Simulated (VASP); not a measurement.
# Au (Im-3m) in VASP: a series of runs

Runs on Au. Level: PBE. Tasks: single point.

Everything below comes from runs of VASP 6.6.1. Logs are shortened: lines on timing, memory, paths and dates and some standing lists are left out, and cuts for length are marked.

## 1. The crystal as given

The structure is cubic, space group Im-3m (No. 229). The conventional cell has a = 3.315 Å, b = 3.315 Å, c = 3.315 Å, α = 90.00°, β = 90.00°, γ = 90.00°. Around Au (site symmetry m-3m) lie 8 Au at 2.87 Å.

This isn't the form of Au at room conditions, which is fcc.

## 2. Single point, PBE

INCAR reads:

```
  ADDGRID = F
  ALGO = Normal
  EDIFF = 1E-4
  ENCUT = 520
  GGA = PE
  ISIF = 2
  ISMEAR = 1
  LASPH = T
  LCHARG = F
  LREAL = F
  LWAVE = F
  NBANDS = 12
  NELM = 100
  PREC = Accurate
  SIGMA = 0.15
```

KPOINTS reads:

```
k-points
0
Gamma
  10 10 10
```

POSCAR reads:

```
Au
1.0
   -1.6572690000      1.6572690000      1.6572690000
    1.6572690000     -1.6572690000      1.6572690000
    1.6572690000      1.6572690000     -1.6572690000
Au
1
Direct
    0.0000000000      0.0000000000      0.0000000000
```

Potentials or basis: VASP PAW PBE potentials, release 64 (Au).

Launch:

```console
$ cat potpaw_PBE.64/Au/POTCAR > POTCAR
$ mpirun -np 1 vasp_std > vasp.out
```

OUTCAR:

```text
EDIFF = 1E-4
   ENCUT = 520
   GGA = PE
   ISIF = 2
   ISMEAR = 1
   LASPH = T
   LREAL = F
   NELM = 100
   PREC = Accurate

 Found     47 irreducible k-points:

 Following reciprocal coordinates:
            Coordinates               Weight
  0.000000  0.000000  0.000000      1.000000
  0.100000  0.000000  0.000000     12.000000
  0.200000  0.000000  0.000000     12.000000
  0.300000  0.000000  0.000000     12.000000
  0.400000  0.000000  0.000000     12.000000
  0.500000  0.000000  0.000000      6.000000
   k-points           NKPTS =     47   k-points in BZ     NKDIM =     47   number of bands    NBANDS=     12
   number of dos      NEDOS =    301   number of ions     NIONS =      1
   total plane-waves  NPLWV =  13824
   dimension x,y,z NGX =    24 NGY =   24 NGZ =   24
   dimension x,y,z NGXF=    48 NGYF=   48 NGZF=   48
   ions per type =               1
   NGX,Y,Z   is equivalent  to a cutoff of  13.90, 13.90, 13.90 a.u.
   NGXF,Y,Z  is equivalent  to a cutoff of  27.80, 27.80, 27.80 a.u.
 SYSTEM =  unknown system
   PREC   = accura    normal or accurate (medium, high low for compatibility)
   ISTART =      0    job   : 0-new  1-cont  2-samecut
   ICHARG =      2    charge: 1-file 2-atom 10-const
   ISPIN  =      1    spin polarized calculation?
   LNONCOLLINEAR =      F non collinear calculations
   LSORBIT =      F    spin-orbit coupling
   LASPH  =      T    aspherical Exc in radial PAW
   ENCUT  =  520.0 eV  38.22 Ry    6.18 a.u.   5.34  5.34  5.34*2*pi/ulx,y,z
   NELM   =    100;   NELMIN=  2; NELMDL= -5     # of ELM steps
   EDIFF  = 0.1E-03   stopping-criterion for ELM
   LREAL  =      F    real-space projection
   EDIFFG = 0.1E-02   stopping-criterion for IOM
   NSW    =      0    number of steps for IOM
   IBRION =     -1    ionic relax: 0-MD 1-quasi-New 2-CG
   NFREE  =      0    steps in history (QN), initial steepest desc. (CG)
   ISIF   =      2    stress and relaxation
   ISYM   =      2    0-nonsym 1-usesym 2-fastsym
   POTIM  = 0.5000    time-step for ionic-motion
   TEBEG  =    0.0;   TEEND  =   0.0 temperature during run
   PSTRESS=    0.0 pullay stress
   NELECT =      11.0000    total number of electrons
   NUPDOWN=      -1.0000    fix difference up-down
   EMIN   =  10.00;   EMAX   =-10.00  energy-range for DOS
   EFERMI =   0.00;   METHOD = LEGACY
   ISMEAR =     1;   SIGMA  =   0.15  broadening in eV -4-tet -1-fermi 0-gaus
   EFERMI_NEDOS =   21; number of points for ismear=-14 and -15
   IALGO  =     38    algorithm
   IMIX   =      4    mixing-type and parameters
     AMIX     =   0.40;   BMIX     =  1.00
     AMIX_MAG =   1.60;   BMIX_MAG =  1.00
  volume/ion in A,a.u.               =      18.21       122.87
  Fermi-wavevector in a.u.,A,eV,Ry     =   1.383968  2.615320 26.060157  1.915367
  Thomas-Fermi vector in A             =   2.508516
   LORBIT       =      0    0 simple, 1 ext, 2 COOP (PROOUT), +10 PAW based schemes
   GGA     = PE    functional components
   LHFCALC =     F    Hartree Fock is set to
   AEXX    =    0.0000 exact exchange contribution
   IVDW    =     0    specifies the selected vdW correction
   LEPSILON=     F    determine dielectric tensor
   LRPA    =     F    only Hartree local field effects (RPA)
 non-spin polarized calculation
 Methfessel and Paxton  Order N= 1 SIGMA  =   0.15
  energy-cutoff  :      520.00
  volume of cell :       18.21
 maximum number of plane-waves:       502
 NGX is ok and might be reduce to    24
   NGX = 11   NGY = 11   NGZ = 11

 number of electron      10.9999998 magnetization

 Free energy of the ion-electron system (eV)
  ---------------------------------------------------
  ext. energy  EPLUGINS =         0.00000000
  ---------------------------------------------------
  free energy    TOTEN  =        -3.18097284 eV

  energy without entropy =       -3.17861700  energy(sigma->0) =       -3.18018756

 E-fermi :   8.5464     XC(G=0): -12.3275

 val. band max:        8.3536326922   @ k =  -0.4000   0.4000   0.2000
 cond. band min:       8.5484423208   @ k =   0.4000   0.1000  -0.0000
 fundamental gap:      0.1948096286
 Fermi energy:         8.5463760746

 k-point     1 :       0.0000    0.0000    0.0000
  band No.  band energies     occupation
      1      -0.7559      2.00000
      2       3.8765      2.00000
      3       3.8765      2.00000
      4       3.8765      2.00000
      5       5.6151      2.00000
      6       5.6151      2.00000
      7      24.9135      0.00000
      8      24.9135      0.00000
      9      24.9135      0.00000
     10      31.5638      0.00000
     11      31.5638      0.00000
     12      31.5638      0.00000

 k-point     2 :       0.1000    0.0000    0.0000
  band No.  band energies     occupation
      1      -0.4118      2.00000
      2       3.7743      2.00000
      3       3.8861      2.00000
      4       4.1106      2.00000
      5       5.5014      2.00000
      6       5.6226      2.00000
      7      24.6600      0.00000
      8      24.9204      0.00000
      9      25.3316      0.00000
     10      29.0007      0.00000
     11      29.3989      0.00000
     12      30.3437      0.00000

 k-point     3 :       0.2000    0.0000    0.0000
  band No.  band energies     occupation
      1       0.5156      2.00000
      2       3.5171      2.00000
      3       3.9275      2.00000
      4       4.7692      2.00000
      5       5.3404      2.00000
      6       5.6510      2.00000
      7      22.1165      0.00000
      8      24.0419      0.00000
      9      26.4657      0.00000
     10      27.6740      0.00000
     11      27.7513      0.00000
     12      28.9597      0.00000

 k-point     4 :       0.3000    0.0000    0.0000
  band No.  band energies     occupation
      1       1.4846      2.00000
      2       3.2174      2.00000
      3       4.4365      2.00000
      4       5.3765      2.00000
      5       5.7013      2.00000
      6       5.7034      2.00000
      7      17.9775      0.00000
      8      22.4117      0.00000
      9      24.8504      0.00000
     10      27.9601      0.00000
     11      28.2598      0.00000
     12      30.7468      0.00000

 k-point     5 :       0.4000    0.0000    0.0000
  band No.  band energies     occupation
      1       1.7512      2.00000
      2       2.9878      2.00000
      3       5.3874      2.00000
      4       5.7609      2.00000
      5       6.3509      2.00000
      6       6.5946      2.00000
      7      14.0074      0.00000
      8      21.1917      0.00000
      9      22.6976      0.00000
     10      28.9370      0.00000
     11      29.2517      0.00000
     12      31.6953      0.00000

 k-point     6 :       0.5000    0.0000    0.0000
  band No.  band energies     occupation
      1       1.7387      2.00000
      2       2.9029      2.00000
      3       5.4791      2.00000
      4       5.7866      2.00000
      5       6.9833      2.00000
      6       8.0673      2.00006
      7      11.6030      0.00000
      8      20.7562      0.00000
      9      21.8727      0.00000
     10      29.3079      0.00000
     11      29.7624      0.00000
     12      31.0552      0.00000

 [... further k-points ...]
[... 5 lines left out ...]
  --------------------------------------------------------------------------------------
  -------------------------------------------------------------------------------------
  Total       -0.2285223     -0.2285223     -0.2285223      0.0000000      0.0000000     -0.0000000
  in kB      -20.1094515    -20.1094515    -20.1094515      0.0000000      0.0000000     -0.0000000
  external PRESSURE =     -20.1094515 kB  Pullay stress =       0.0000000 kB

 VOLUME and BASIS-vectors are now :
 -----------------------------------------------------------------------------
  energy-cutoff  :      520.00
  volume of cell :       18.21
      direct lattice vectors                 reciprocal lattice vectors
    -1.657269000  1.657269000  1.657269000     0.000000000  0.301701172  0.301701172
     1.657269000 -1.657269000  1.657269000     0.301701172  0.000000000  0.301701172
     1.657269000  1.657269000 -1.657269000     0.301701172  0.301701172  0.000000000

 POSITION                                       TOTAL-FORCE (eV/Angst)
 -----------------------------------------------------------------------------------
      0.00000      0.00000      0.00000        -0.000000     -0.000000     -0.000000
 -----------------------------------------------------------------------------------
    total drift:                                0.000000      0.000000     -0.000000

  FREE ENERGIE OF THE ION-ELECTRON SYSTEM (eV)
  ---------------------------------------------------
  free  energy   TOTEN  =        -3.1809728352 eV

  energy  without entropy=       -3.1786169976  energy(sigma->0) =       -3.18018756
```

It took 5.5 s on 1 thread of Intel Xeon 6975P-C (Granite Rapids), shared host; peak memory 0.13 GiB.

The run converged, but some of its settings lie outside the range that counts as converged, so its numbers aren't taken as properties of the crystal.

Results:

- Free energy: -3.1810 eV
- Pressure: -2.0 GPa
- Band gap on the k mesh: none (metal or under the smearing width)

## 3. Single point, PBE

Changes to INCAR since step 2:

```diff
@@ -2,4 +2,4 @@
   ALGO = Normal
-  EDIFF = 1E-4
-  ENCUT = 520
+  EDIFF = 1E-6
+  ENCUT = 650
   GGA = PE
```

KPOINTS is that of step 2.

POSCAR is that of step 2.

Potentials or basis: VASP PAW PBE potentials, release 64 (Au).

Launch:

```console
$ cat potpaw_PBE.64/Au/POTCAR > POTCAR
$ mpirun -np 1 vasp_std > vasp.out
```

Run time: 6.2 s. Hardware: 1 thread of Intel Xeon 6975P-C (Granite Rapids), shared host; peak memory 0.14 GiB.

The run converged, but some of its settings lie outside the range that counts as converged, so its numbers aren't taken as properties of the crystal.

What came out:

```
Free energy            : -3.1809 eV
Pressure               : -1.8 GPa
Band gap on the k mesh : none (metal or under the smearing width)
```

(Part 1 of 2 ends here.)
